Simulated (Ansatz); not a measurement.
# CsSnBr3: structure and electronic properties

The task here is to estimate one member of a computed series from the others.

Computed with Ansatz 0.2.0 (DFT PBE, scalar-relativistic, plane waves, PAW, unless a step's input says otherwise).

## The starting structure

Symmetry: Pm-3m, No. 221, cubic system. Conventional cell: a = 5.839 Å, b = 5.839 Å, c = 5.839 Å, α = 90.00°, β = 90.00°, γ = 90.00°. Around Cs (site symmetry m-3m) lie 12 Br at 4.13 Å. Sn (site symmetry m-3m) is surrounded by 6 Br at 2.92 Å. Br (site symmetry 4/mmm) is surrounded by 2 Sn at 2.92 Å and 4 Cs at 4.13 Å.

Structure file:

```cif
data_structure
_symmetry_space_group_name_H-M 'Pm-3m'
_symmetry_Int_Tables_number 221
_cell_length_a 5.8390
_cell_length_b 5.8390
_cell_length_c 5.8390
_cell_angle_alpha 90.000
_cell_angle_beta 90.000
_cell_angle_gamma 90.000
_cell_volume 199.07
loop_
_atom_site_label
_atom_site_type_symbol
_atom_site_symmetry_multiplicity
_atom_site_Wyckoff_symbol
_atom_site_fract_x
_atom_site_fract_y
_atom_site_fract_z
_atom_site_occupancy
Cs1 Cs 1 a 0.00000 0.00000 0.00000 1
Sn1 Sn 1 b 0.50000 0.50000 0.50000 1
Br1 Br 3 c 0.50000 0.00000 0.50000 1
```

The structure comes from the Materials Project (structure only).

The first run:

(A quick probe on a coarse mesh, which set the mesh and smearing, is not shown.)

File input.yaml:

```yaml
crystal:
  lattice:
    - [5.83900561, 0.0, 0.0]
    - [0.0, 5.83900561, 0.0]
    - [0.0, 0.0, 5.83900561]
  atoms:
    - { symbol: Cs, position: [0.0, 0.0, 0.0] }
    - { symbol: Sn, position: [0.5, 0.5, 0.5] }
    - { symbol: Br, position: [0.5, 0.0, 0.5] }
    - { symbol: Br, position: [0.5, 0.5, 0.0] }
    - { symbol: Br, position: [0.0, 0.5, 0.5] }
basis:
  ecutwfc: 420
kpoints:
  mp_grid: { grid: [6, 6, 6] }
hamiltonian:
  xc: pbe
scf:
  occupations: { method: gaussian, width: 0.02 }
output:
  forces: true
  stress: true
  eigenvalues: true
  write_density: true
  write_potential: true
  elf: true
  volumetric_format: npy
relax:
  adjacent_minimum: "off"
  f_tol: 0.005
  max_steps: 80
  cell: { stress_tol: 0.05 }
```

On the command line:

```
ansatz run input.yaml --threads 2 --pin off --max-ram 5120MiB --backend cpu --events-out ev --progress --plain --runs-dir out
```

Steps of the session up to this table: The relaxation; The cell under PBEsol; Relaxing with PBE+D3(BJ); Relaxing with LDA.

One of the session's tables, all rows but one given; the rest of the session is left out.

It belongs to the step «One structure, several functionals». 

| functional | a (Å) | b (Å) | c (Å) | volume (Å³/atom) | gap on the mesh (eV) |
| --- | --- | --- | --- | --- | --- |
| PBE | ? | ? | ? | ? | ? |
| PBEsol | 5.765 | 5.765 | 5.765 | 38.33 | 0.22 |
| PBE+D3(BJ) | 5.813 | 5.813 | 5.813 | 39.30 | 0.43 |
| LDA | 5.667 | 5.667 | 5.667 | 36.41 | 0.00 |

**Question.** Estimate the row for PBE.

**Answer.** a (Å): 5.895; b (Å): 5.895; c (Å): 5.895; volume (Å³/atom): 40.98; gap on the mesh (eV): 0.65. In the column «a (Å)» it is the highest.
